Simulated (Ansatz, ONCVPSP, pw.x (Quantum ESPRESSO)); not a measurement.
# Ta (sc): variants of one ONCV potential in the solid

ONCVPSP 4.0.1.1 (patched build) input, shortened (lines: element, Z, core and valence counts, functional; n l f; lmax; l rc ep ncon nbas qcut; lloc lpopt rc5 dvloc0; l nproj debl; icmod fcfact rcfact), PBE, scalar-relativistic:

```
  Ta 73.00   10    5        4      upf
    1    0    2.00
    2    0    2.00
    2    1    6.00
    3    0    2.00
    3    1    6.00
    3    2   10.00
    4    0    2.00
    4    1    6.00
    4    2   10.00
    4    3   14.00
    5    0    2.00
    5    1    6.00
    5    2    3.00
    6    0    1.50
    6    1    0.50
    2
    0    1.80    0.00    5    9    6.80
    1    2.10    0.00    4    8    7.00
    2    2.55    0.00    4    9    7.30
    4    3    1.15   -1.00
    0    2    2.30
    1    3    0.80
    2    2    1.70
    3    2.75    1.80
```

Crystal test: sc Ta in pw.x 7.5, no spin, 12³ k-points, Fermi–Dirac smearing 0.01 Ry, cutoffs set for each file from its atomic test. The reference is all-electron LAPW (Ansatz 0.2.0) with the same functional, mesh and smearing; V0 and B0 come from Birch–Murnaghan fits to the pressures at five volumes. Errors are pseudo minus all-electron; Δ is the rms difference of the E(V) curves that follow from these fits, minima aligned, over ±6 % about the mean V0. Mesh and smearing are coarse, so the numbers serve the comparison and aren't converged zero-temperature values; the lattice is a test structure that the element need not adopt.

All-electron: a0 = 2.742 Å (V0 = 20.63 Å³/atom), B0 = 143.1 GPa.

1 further variants are left out: they gave no file fit for a test, a broken result, the same result as the base, or pressures whose basis-set error rivals the error shown.

| change | cutoffs (Ry) | pw.x | a0 (Å) | a0 error (%) | B0 error (%) | Δ (meV/atom) | mean pressure error (GPa) |
| --- | --- | --- | --- | --- | --- | --- | --- |
| base | 55/220 | converged | 2.734 | -0.31 | -0.8 | 6.0 | -1.39 |
| local potential polynomial inside 1.08 bohr (lpopt 3, dvloc0 -1 Ha) | 55/220 | converged | 2.734 | -0.32 | -0.8 | 6.2 | -1.44 |
| local potential polynomial inside 1.20 bohr (lpopt 3, dvloc0 -1 Ha) | 55/220 | converged | 2.734 | -0.30 | -0.8 | 5.8 | -1.36 |
| local potential polynomial inside 1.44 bohr (lpopt 3, dvloc0 -1 Ha) | 55/220 | converged | 2.735 | -0.27 | -0.8 | 5.2 | -1.21 |

(1) Give the row for: local potential polynomial inside 1.72 bohr (lpopt 3, dvloc0 -1 Ha).

## Answers

(1) pw.x: converged; mean pressure error (GPa): -1.05; a0 (Å): 2.736; a0 error (%): -0.23; B0 error (%): -0.8; Δ (meV/atom): 4.5.
